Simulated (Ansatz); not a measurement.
# BaS: response to strain

Aim: deform BaS (zz strain of -1 %) and compute stress, forces and field gradients with LAPW, PAW and all-electron datasets made for the crystal.

Method: DFT PBE, scalar-relativistic, in Ansatz 0.2.0.

### 1 The system as given

Symmetry: Fm-3m, No. 225, cubic system. Conventional cell: a = 6.388 Å, b = 6.388 Å, c = 6.388 Å, α = 90.00°, β = 90.00°, γ = 90.00°. Ba (site symmetry m-3m) is surrounded by 6 S at 3.19 Å. S (site symmetry m-3m) has 6 Ba at 3.19 Å as nearest neighbours.

Structure file:

```xyz
2
Lattice="0.0000 3.1938 3.1938 3.1938 0.0000 3.1938 3.1938 3.1938 0.0000" Properties=species:S:1:pos:R:3 pbc="T T T"
Ba    0.0000    0.0000    0.0000
S     3.1938    3.1938    3.1938
```

Atoms are numbered in the order of the input: Ba1, S2.

### 2 After the deformation

Space group Fm-3m before, I4/mmm after.

### 3 LAPW, all electrons

Input file input.yaml:

```yaml
crystal:
  lattice:
    - [0.0, 3.19375, 3.1618125]
    - [3.19375, 0.0, 3.1618125]
    - [3.19375, 3.19375, 0.0]
  atoms:
    - { symbol: Ba, position: [0.0, 0.0, 0.0] }
    - { symbol: S, position: [0.5, 0.5, 0.5] }
kpoints:
  mp_grid: { grid: [8, 8, 8] }
  band_path:
    path:
      - [0.0, 0.0, 0.0]
      - [0.0, 0.5, 0.5]
      - [0.25, 0.75, 0.5]
      - [0.0, 0.5, 0.0]
      - [0.0, 0.0, 0.0]
      - [0.5, 0.5, 0.0]
      - [0.3775380063, 0.6224619937, 0.0]
      - [-0.3775380063, 0.3775380063, 0.0]
      - [0.0, 0.0, 0.0]
    npoints: 5
scf:
  occupations: { method: fermi_dirac, width: 0.02 }
hamiltonian:
  xc: pbe
  pseudopotentials: { kind: all_electron, lapw: { basis_error: 0.00025 } }
output:
  forces: true
  stress: true
  eigenvalues: true
```

Launch:

```bash
ansatz run input.yaml --threads 1 --pin off --max-ram 3072MiB --backend cpu --events-out ev --progress --plain --runs-dir out
```

### 4 PAW with frozen cores

Input file input.yaml:

```yaml
crystal:
  lattice:
    - [0.0, 3.19375, 3.1618125]
    - [3.19375, 0.0, 3.1618125]
    - [3.19375, 3.19375, 0.0]
  atoms:
    - { symbol: Ba, position: [0.0, 0.0, 0.0] }
    - { symbol: S, position: [0.5, 0.5, 0.5] }
kpoints:
  mp_grid: { grid: [8, 8, 8] }
scf:
  occupations: { method: fermi_dirac, width: 0.02 }
hamiltonian:
  xc: pbe
  pseudopotentials: { kind: paw }
output:
  forces: true
  stress: true
  eigenvalues: true
  efg: { contact_densities: true }
  write_density: true
  write_potential: true
  elf: true
  volumetric_format: npy
```

### 5 Datasets made for this crystal

Edit input.yaml of step 4 so:

```diff
@@ -14,3 +14,3 @@
   xc: pbe
-  pseudopotentials: { kind: paw }
+  pseudopotentials: { kind: all_electron, datasets: crystal }
 output:
@@ -20,5 +20 @@
   efg: { contact_densities: true }
-  write_density: true
-  write_potential: true
-  elf: true
-  volumetric_format: npy
```

(Steps that only read results are left out.)

**Question.** What will these runs give? Wanted: pressure; largest shear or deviatoric stress.

The runs gave:

| quantity | value |
| --- | --- |
| pressure | LAPW 1.31, PAW 1.31, crystal datasets 1.31 GPa |
| largest shear or deviatoric stress (LAPW) | 0.57 GPa |

What this shows: The largest part of the stress beyond the pressure is 0.57 GPa in size, in the zz component; the atoms are carried along and not relaxed. No run of the undeformed cell stands beside it, so the pressure holds what the given cell had before the change. PAW: stress within 0.01 GPa of LAPW. Crystal datasets: stress within 0.01 GPa of LAPW. Spin-orbit coupling is left out, though the cell holds Ba; in elements this heavy it can shift bands and gaps by tenths of an eV.

These are semilocal Kohn-Sham gaps, which aren't the measured quantity. Such gaps usually fall short of the measured ones.
